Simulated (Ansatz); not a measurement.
# A series in volume per atom on Co

All results are calculated (Ansatz 0.2.0). Periodic Kohn-Sham DFT of a crystal at fixed atoms; pressure and stress are positive in compression; the energy is the free energy less that of spherical unpolarised free atoms; site moments are those in the method's own spheres, positive along +z.

Cell of the first row (space group Fd-3m, No. 227):
```
Co
1.0
      0.0000     2.4879     2.4879
      2.4879     0.0000     2.4879
      2.4879     2.4879     0.0000
Co
2
Direct
  0.00000 0.00000 0.00000
  0.25000 0.25000 0.25000
```

Settings of every row: method all-electron LAPW; functional PBE; relativity scalar; k mesh 12x12x12; filling fermi-dirac; smearing width 0.05 eV; basis error target 0.5 meV/atom; nucleus gaussian.

Atom:
| element | start moment (bohr magneton) |
| --- | --- |
| Co | 2 |
| Co | 2 |

Limits of some rows: some atoms lie unusually close (a squeezed, shaken or made-up cell) (row 1, 2, 3).

| row | volume per atom (Å³) | cell moment (bohr magneton) | energy less free atoms (eV/atom) | pressure (GPa) |
| --- | --- | --- | --- | --- |
| 1 | 15.399 | 3.402 | -6.9731 | 7.266 |
| 2 | 16.046 | ? | ? | ? |
| 3 | 16.373 | 3.456 | -6.9942 | 0.032 |
| 4 | 16.701 | 3.469 | -6.9923 | -1.914 |
| 5 | 17.356 | 3.504 | -6.9775 | -5.159 |

Question: what cell moment and energy less free atoms should row 2 give?

Worked fit of cell moment. Take t = volume per atom − 16, in Å³. The shown rows have t = -0.601, 0.373, 0.701, 1.356. Their means are 0.45725 and 3.4578 bohr magneton; the sums about the means are S_tt = 1.994 and S_ty = 0.1035, whose ratio is the slope. Least squares give cell moment = 3.434 + 0.05188 × t bohr magneton. The rows lie off it by -0.001, 0.003, -0.001, 0.000. The withheld row has t = 0.046, so the fit gives 3.434 + 0.05188 × (0.046) = 3.436 bohr magneton.

The calculation gave 3.444 bohr magneton. The fit lies 0.008 bohr magneton (7.8 % of the column's range) below it; its largest miss of a shown row is 0.003 bohr magneton.

Worked fit of energy less free atoms. Take u = (V_r/V)^(2/3) − 1 with V_r = 16.537 Å³ an atom, which is twice the finite (Eulerian) strain; such expansions in the strain, on which the Birch-Murnaghan equation of state is built, carry the rest volume and the bulk modulus. The shown rows have u = 0.04868, 0.00667, -0.00656, -0.03171. Least squares give energy less free atoms = −6.99375 − 0.1431 × u + 11.654 × u² eV/atom; a straight line predicts inner rows, each left out in turn, worse (root mean square 0.012 against 2.5e-05 eV/atom). All shown rows lie on it to the printed digit. Its lowest point lies at u = 0.0061, or V = 16.39 Å³ an atom, and the curvature there gives the bulk modulus at fixed shape and fractions, B = (4/9)(1 + u)² E″(u)/V = 103 GPa. The withheld row has u = 0.0203, so the fit gives −6.99375 − 0.1431 × (0.0203) + 11.654 × (0.0203)² = -6.9919 eV/atom.

The calculation gave -6.992 eV/atom. The fit lies 0.0001 eV/atom (0.47 % of the column's range) above it, one unit of the last digit.

The other values of row 2: pressure 2.224 GPa.
